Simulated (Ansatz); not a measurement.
Computed results, one entry a study.

```
! title: Quasiparticle gap of BiOCl (P4/nmm)
! method: G0W0 on HSE06, plane waves, PAW (and 1 further level or step)
! program: Ansatz 0.2.0
! settings of one run: cutoff 420 eV, 4×4×2 k-mesh, default PAW, empty bands 878, screening cutoff 230 eV, screening contour deformation, QP bands (v2, c2)
! cost: 2 runs, 91 s in all on 1 × NVIDIA H100 80GB HBM3 (shared by 3 runs) with 3 threads of AMD EPYC 7R13 (Zen 3), shared host (the runs of this entry)
! notes: In doubt: masses and optical values from hybrid runs of this build are listed as unsure (in some of the runs), which bears on the screening that GW takes from such a start. The cell and positions come from the Crystallography Open Database and are kept as given unless a step says otherwise. Limits: no spin-orbit coupling. Bands and cutoff are finite, so the gap is not at the basis limit. The miss can reach some tenths of an eV and take either sign; the mesh is an error of its own. The calculation has static nuclei and no excitons; a measured gap holds zero-point and thermal motion, which mostly lowers it. [rest of the remark cut]
! HSE06 gap: 3.60 eV, indirect
! G0W0 gap on the mesh: 4.31 eV, from k = (0.000, -0.500, 0.000) to k = (0.000, 0.000, -0.500)
! G0W0 gap over the zone (rigid shift): 4.21 eV
! GW settings: 4×4×2 mesh, 878 empty bands, screening to 230 eV
! known limits: not at the basis limit; no spin-orbit coupling; coarse k mesh
CELL_PARAMETERS angstrom
3.88551 0.00000 0.00000
0.00000 3.88551 0.00000
0.00000 0.00000 7.34890
ATOMIC_POSITIONS crystal
Bi 0.50000 0.00000 0.32904
Bi 0.00000 0.50000 0.67096
Cl 0.00000 0.50000 0.14720
Cl 0.50000 0.00000 0.85280
O 0.00000 0.00000 0.50000
O 0.50000 0.50000 0.50000
```

[Paths, hosts, dates, memory and timing lines, banners, echoed tables and standing remarks are left out of the program output.]

[Logs are printed without paths, hosts, clocks, repeated set-up lines and the standing remarks that a program may print on its own settings, such as how far it seeks lower states.]

[Runs of the session that timed out or met a known fault of the program may be left out.]

[Cells called generated may have been cut or substituted from an entry of the Crystallography Open Database or the Materials Project.]

[Hosts, paths, dates, database ids (printed as entryN), source tags and the programs' standing remarks are cut or masked in the printed files.]
